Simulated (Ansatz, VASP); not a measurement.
**NaH: VASP beside Ansatz**

The input INCAR:

```
SYSTEM = NaH
PREC     = Accurate       ! precision mode
ENCUT    = 520            ! plane-wave cutoff, eV
EDIFF    = 1E-6           ! SCF threshold, eV
ISMEAR   = 0              ! smearing method
SIGMA    = 0.01           ! smearing width, eV
LREAL    = .False.        ! projectors in reciprocal space
LASPH    = .True.         ! aspherical terms in the spheres
NELM     = 100            ! most SCF steps
ALGO     = Normal         ! electronic algorithm
ISIF     = 2              ! what is computed and relaxed
LWAVE    = .False.        ! write WAVECAR
LCHARG   = .False.        ! write CHGCAR
GGA      = PE             ! functional
NBANDS   = 11             ! bands
```

KPOINTS

```
regular mesh
0
Gamma
  8 8 8
  0 0 0
```

File POSCAR:

```
NaH
1.0
    0.0000000000      2.5563814445      2.5563814445
    2.5563814445      0.0000000000      2.5563814445
    2.5563814445      2.5563814445      0.0000000000
Na H
1 1
Direct
    0.0000000000      0.0000000000      0.0000000000
    0.2500000000      0.2500000000      0.2500000000
```

Input for Ansatz:

```yaml
crystal:
  lattice:
    - [0.0, 2.5563814445, 2.5563814445]
    - [2.5563814445, 0.0, 2.5563814445]
    - [2.5563814445, 2.5563814445, 0.0]
  atoms:
    - { symbol: Na, position: [0.0, 0.0, 0.0] }
    - { symbol: H, position: [0.25, 0.25, 0.25] }
kpoints:
  mp_grid: { grid: [8, 8, 8] }
hamiltonian:
  xc: pbe
scf:
  occupations: { method: fixed }
  n_extra_bands: 4
output:
  forces: true
  stress: true
  eigenvalues: true
```

Alike in both runs: task single point; functional PBE; k mesh 8 × 8 × 8; no spin polarisation.

```csv
,VASP,Ansatz
version,VASP 6.6.1,Ansatz 0.2.0
potentials or method,"VASP PAW PBE potentials, release 64 (Na_pv, H)","plane waves, PAW"
plane-wave cutoff (eV),520,420
occupations,"gaussian, width 0.01 eV",fixed
valence electrons in the cell,8,10
```

|  | VASP | Ansatz | Ansatz less VASP |
| --- | --- | --- | --- |
| gap on the k mesh at the Fermi level (eV) | 3.65 | 3.65 | +0.002 |
| pressure (GPa) | 1.2 | 1.2 | +0.02 |

The two sets of potentials don't hold the same shells in valence.

A k mesh can miss the band edges. A hybrid or GW would open this gap; PBE tends to underestimate it.
